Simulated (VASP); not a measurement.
# Na2S (Fm-3m) in VASP: single point with PBE

Aim: the single point of Na2S with PBE.

Program: VASP 6.6.1. These are calculated values, not measurements. Logs are shortened: lines on timing, memory, paths and dates and some standing lists are left out, and cuts for length are marked.

## 1. The crystal as given

It takes space group Fm-3m (No. 225, cubic). Conventional cell: a = 6.547 Å, b = 6.547 Å, c = 6.547 Å, α = 90.00°, β = 90.00°, γ = 90.00°. Around Na (site symmetry -43m) lie 4 S at 2.83 Å. Around S (site symmetry m-3m) lie 8 Na at 2.83 Å.

## 2. Single point, PBE

File INCAR:

```
ALGO = Fast
EDIFF = 1E-7
ENCUT = 520
GGA = PE
ISIF = 2
ISMEAR = -1
LASPH = True
LCHARG = True
LELF = True
LREAL = False
LVHAR = True
LWAVE = False
NBANDS = 17
NELM = 100
PREC = Accurate
SIGMA = 0.02
```

File KPOINTS:

```
k-points
0
Gamma
  7 7 7
```

File POSCAR:

```
Na2S
1.0
    0.0000000000      3.2735000000      3.2735000000
    3.2735000000      0.0000000000      3.2735000000
    3.2735000000      3.2735000000      0.0000000000
Na S
2 1
Direct
    0.2500000000      0.2500000000      0.2500000000
    0.7500000000      0.7500000000      0.7500000000
    0.0000000000      0.0000000000      0.0000000000
```

Potentials or basis: VASP PAW PBE potentials, release 64 (Na_pv, S).

Started as:

```
$ cat potpaw_PBE.64/Na_pv/POTCAR potpaw_PBE.64/S/POTCAR > POTCAR
$ mpirun -np 1 vasp_std > vasp.out
```

OUTCAR:

```text
EDIFF = 1E-7
   ENCUT = 520
   GGA = PE
   ISIF = 2
   ISMEAR = -1
   LASPH = True
   LREAL = False
   NELM = 100
   PREC = Accurate

 ion  position               nearest neighbor table
   1  0.250  0.250  0.250-
   2  0.750  0.750  0.750-
   3  0.000  0.000  0.000-

  LATTYP: Found a face centered cubic cell.
 ALAT       =     6.5470000000

  Lattice vectors:

 A1 = (   0.0000000000,   3.2735000000,   3.2735000000)
 A2 = (   3.2735000000,   0.0000000000,   3.2735000000)
 A3 = (   3.2735000000,   3.2735000000,   0.0000000000)

Analysis of symmetry for initial positions (statically):
=====================================================================
 Subroutine PRICEL returns:
 Original cell was already a primitive cell.

 Routine SETGRP: Setting up the symmetry group for a
 face centered cubic supercell.

 Subroutine GETGRP returns: Found 48 space group operations
 (whereof 48 operations were pure point group operations)
 out of a pool of 48 trial point group operations.

The static configuration has the point symmetry O_h .

Analysis of symmetry for dynamics (positions and initial velocities):
=====================================================================
 Subroutine PRICEL returns:
 Original cell was already a primitive cell.

 Routine SETGRP: Setting up the symmetry group for a
 face centered cubic supercell.

 Subroutine GETGRP returns: Found 48 space group operations
 (whereof 48 operations were pure point group operations)
 out of a pool of 48 trial point group operations.

The dynamic configuration has the point symmetry O_h .

 Subroutine INISYM returns: Found 48 space group operations
 (whereof 48 operations are pure point group operations),
 and found     1 'primitive' translations

----------------------------------------------------------------------------------------

                                     Primitive cell

  volume of cell :      70.1564

  direct lattice vectors                    reciprocal lattice vectors
     0.000000000  3.273500000  3.273500000    -0.152741714  0.152741714  0.152741714
     3.273500000  0.000000000  3.273500000     0.152741714 -0.152741714  0.152741714
     3.273500000  3.273500000  0.000000000     0.152741714  0.152741714 -0.152741714

  length of vectors
     4.629428096  4.629428096  4.629428096     0.264556409  0.264556409  0.264556409

  position of ions in fractional coordinates (direct lattice)
     0.250000000  0.250000000  0.250000000
     0.750000000  0.750000000  0.750000000
     0.000000000  0.000000000  0.000000000

  ion indices of the primitive-cell ions
   primitive index   ion index
                 1           1
                 2           2
                 3           3

----------------------------------------------------------------------------------------

 KPOINTS: k-points

Automatic generation of k-mesh.
 Grid dimensions read from file:
 generate k-points for:    7    7    7

 Generating k-lattice:

  Cartesian coordinates                     Fractional coordinates (reciprocal lattice)
    -0.021820245  0.021820245  0.021820245     0.142857143  0.000000000  0.000000000
     0.021820245 -0.021820245  0.021820245     0.000000000  0.142857143  0.000000000
     0.021820245  0.021820245 -0.021820245     0.000000000  0.000000000  0.142857143

  Length of vectors
     0.037793773  0.037793773  0.037793773

  Shift w.r.t. Gamma in fractional coordinates (k-lattice)
     0.000000000  0.000000000  0.000000000

 Subroutine IBZKPT returns following result:
 ===========================================

 Found     20 irreducible k-points:

 Following reciprocal coordinates:
            Coordinates               Weight
  0.000000  0.000000  0.000000      1.000000
  0.142857  0.000000  0.000000      8.000000
  0.285714  0.000000  0.000000      8.000000
  0.428571  0.000000  0.000000      8.000000
  0.142857  0.142857  0.000000      6.000000
  0.285714  0.142857  0.000000     24.000000
[... 12 lines left out ...]
 -0.428571  0.428571  0.142857     24.000000
 -0.285714  0.428571  0.142857     24.000000
   k-points           NKPTS =     20   k-points in BZ     NKDIM =     20   number of bands    NBANDS=     17
   number of dos      NEDOS =    301   number of ions     NIONS =      3
   total plane-waves  NPLWV =  46656
   dimension x,y,z NGX =    36 NGY =   36 NGZ =   36
   dimension x,y,z NGXF=    72 NGYF=   72 NGZF=   72
   ions per type =               2   1
   NGX,Y,Z   is equivalent  to a cutoff of  12.93, 12.93, 12.93 a.u.
   NGXF,Y,Z  is equivalent  to a cutoff of  25.86, 25.86, 25.86 a.u.
 SYSTEM =  unknown system
   PREC   = accura    normal or accurate (medium, high low for compatibility)
   ISTART =      0    job   : 0-new  1-cont  2-samecut
   ICHARG =      2    charge: 1-file 2-atom 10-const
   ISPIN  =      1    spin polarized calculation?
   LNONCOLLINEAR =      F non collinear calculations
   LSORBIT =      F    spin-orbit coupling
   LASPH  =      T    aspherical Exc in radial PAW
   ENCUT  =  520.0 eV  38.22 Ry    6.18 a.u.   8.61  8.61  8.61*2*pi/ulx,y,z
   NELM   =    100;   NELMIN=  2; NELMDL= -5     # of ELM steps
   EDIFF  = 0.1E-06   stopping-criterion for ELM
   LREAL  =      F    real-space projection
   EDIFFG = 0.1E-05   stopping-criterion for IOM
   NSW    =      0    number of steps for IOM
   IBRION =     -1    ionic relax: 0-MD 1-quasi-New 2-CG
   NFREE  =      0    steps in history (QN), initial steepest desc. (CG)
   ISIF   =      2    stress and relaxation
   ISYM   =      2    0-nonsym 1-usesym 2-fastsym
   POTIM  = 0.5000    time-step for ionic-motion
   TEBEG  =    0.0;   TEEND  =   0.0 temperature during run
   PSTRESS=    0.0 pullay stress
   NELECT =      20.0000    total number of electrons
   NUPDOWN=      -1.0000    fix difference up-down
   EMIN   =  10.00;   EMAX   =-10.00  energy-range for DOS
   EFERMI =   0.00;   METHOD = LEGACY
   ISMEAR =    -1;   SIGMA  =   0.02  broadening in eV -4-tet -1-fermi 0-gaus
   EFERMI_NEDOS =   21; number of points for ismear=-14 and -15
   IALGO  =     68    algorithm
   IMIX   =      4    mixing-type and parameters
     AMIX     =   0.40;   BMIX     =  1.00
     AMIX_MAG =   1.60;   BMIX_MAG =  1.00
  volume/ion in A,a.u.               =      23.39       157.81
  Fermi-wavevector in a.u.,A,eV,Ry     =   1.077447  2.036079 15.794888  1.160892
  Thomas-Fermi vector in A             =   2.213359
   LORBIT       =      0    0 simple, 1 ext, 2 COOP (PROOUT), +10 PAW based schemes
   GGA     = PE    functional components
   LHFCALC =     F    Hartree Fock is set to
   AEXX    =    0.0000 exact exchange contribution
   IVDW    =     0    specifies the selected vdW correction
   LEPSILON=     F    determine dielectric tensor
   LRPA    =     F    only Hartree local field effects (RPA)
 non-spin polarized calculation
 RMM-DIIS sequential band-by-band and
  energy-cutoff  :      520.00
  volume of cell :       70.16
 maximum number of plane-waves:      1917
   NGX = 17   NGY = 17   NGZ = 17

 number of electron      19.9999989 magnetization

 Free energy of the ion-electron system (eV)
  ---------------------------------------------------
  ext. energy  EPLUGINS =         0.00000000
  ---------------------------------------------------
  free energy    TOTEN  =        -9.97548375 eV

  energy without entropy =       -9.97548375  energy(sigma->0) =       -9.97548375

 E-fermi :   0.6137     XC(G=0):  -7.8122

 val. band max:        0.1766520788   @ k =   0.0000   0.0000   0.0000
 cond. band min:       2.6531221744   @ k =   0.0000   0.0000   0.0000
 fundamental gap:      2.4764700956
 Fermi energy:         0.6136509022

 k-point     1 :       0.0000    0.0000    0.0000
  band No.  band energies     occupation
      1     -22.0709      2.00000
      2     -22.0709      2.00000
      3     -22.0709      2.00000
      4     -22.0178      2.00000
      5     -22.0178      2.00000
      6     -22.0178      2.00000
[... 9 lines left out ...]
     16       9.5265      0.00000
     17      11.3812      0.00000

 k-point     2 :       0.1429    0.0000    0.0000
  band No.  band energies     occupation
      1     -22.0692      2.00000
      2     -22.0685      2.00000
      3     -22.0685      2.00000
      4     -22.0218      2.00000
      5     -22.0206      2.00000
      6     -22.0206      2.00000
[... 9 lines left out ...]
     16       9.1014      0.00000
     17      10.8525      0.00000

 k-point     3 :       0.2857    0.0000    0.0000
  band No.  band energies     occupation
      1     -22.0642      2.00000
      2     -22.0615      2.00000
      3     -22.0615      2.00000
      4     -22.0319      2.00000
      5     -22.0283      2.00000
      6     -22.0283      2.00000
[... 9 lines left out ...]
     16       9.5431      0.00000
     17      10.4614      0.00000

 k-point     4 :       0.4286    0.0000    0.0000
  band No.  band energies     occupation
      1     -22.0563      2.00000
      2     -22.0512      2.00000
      3     -22.0512      2.00000
      4     -22.0440      2.00000
      5     -22.0392      2.00000
      6     -22.0392      2.00000
[... 9 lines left out ...]
     16      10.8983      0.00000
     17      11.0096      0.00000
[... 263 lines left out ...]
      1     -22.0824      2.00000
      2     -22.0754      2.00000
      3     -22.0531      2.00000
      4     -22.0399      2.00000
      5     -22.0201      2.00000
      6     -22.0129      2.00000
[... 9 lines left out ...]
     16      10.8357      0.00000
     17      12.2474      0.00000

 k-point    19 :      -0.4286    0.4286    0.1429
  band No.  band energies     occupation
      1     -22.0906      2.00000
      2     -22.0835      2.00000
      3     -22.0680      2.00000
      4     -22.0246      2.00000
      5     -22.0099      2.00000
      6     -22.0087      2.00000
[... 9 lines left out ...]
     16      11.2309      0.00000
     17      12.5610      0.00000

 k-point    20 :      -0.2857    0.4286    0.1429
  band No.  band energies     occupation
      1     -22.0910      2.00000
      2     -22.0831      2.00000
      3     -22.0549      2.00000
      4     -22.0381      2.00000
      5     -22.0117      2.00000
      6     -22.0070      2.00000
[... 9 lines left out ...]
     16      10.6623      0.00000
     17      12.7139      0.00000

------------------------ aborting loop because EDIFF is reached ----------------------------------------

  FORCE on cell =-STRESS in cart. coord.  units (eV):
  Direction    XX          YY          ZZ          XY          YZ          ZX
  --------------------------------------------------------------------------------------
  -------------------------------------------------------------------------------------
  Total        0.1310367      0.1310367      0.1310367      0.0000000      0.0000000      0.0000000
  in kB        2.9925172      2.9925172      2.9925172      0.0000000      0.0000000      0.0000000
  external PRESSURE =       2.9925172 kB  Pullay stress =       0.0000000 kB

 VOLUME and BASIS-vectors are now :
 -----------------------------------------------------------------------------
  energy-cutoff  :      520.00
  volume of cell :       70.16
      direct lattice vectors                 reciprocal lattice vectors
     0.000000000  3.273500000  3.273500000    -0.152741714  0.152741714  0.152741714
     3.273500000  0.000000000  3.273500000     0.152741714 -0.152741714  0.152741714
     3.273500000  3.273500000  0.000000000     0.152741714  0.152741714 -0.152741714

 POSITION                                       TOTAL-FORCE (eV/Angst)
 -----------------------------------------------------------------------------------
      1.63675      1.63675      1.63675        -0.000000     -0.000000      0.000000
      4.91025      4.91025      4.91025         0.000000      0.000000     -0.000000
      0.00000      0.00000      0.00000        -0.000000     -0.000000     -0.000000
 -----------------------------------------------------------------------------------
    total drift:                                0.000000      0.000000      0.000000

  FREE ENERGIE OF THE ION-ELECTRON SYSTEM (eV)
  ---------------------------------------------------
  free  energy   TOTEN  =        -9.9754837544 eV

  energy  without entropy=       -9.9754837544  energy(sigma->0) =       -9.97548375
```

Wall time 20 s (1 thread of Intel Xeon Platinum 8488C (Sapphire Rapids), shared host); peak memory 0.19 GiB.

Results:

| Property | Result |
| --- | --- |
| Free energy | -9.9755 eV |
| Pressure | 0.3 GPa |
| Band gap on the k mesh | 2.48 eV, direct |
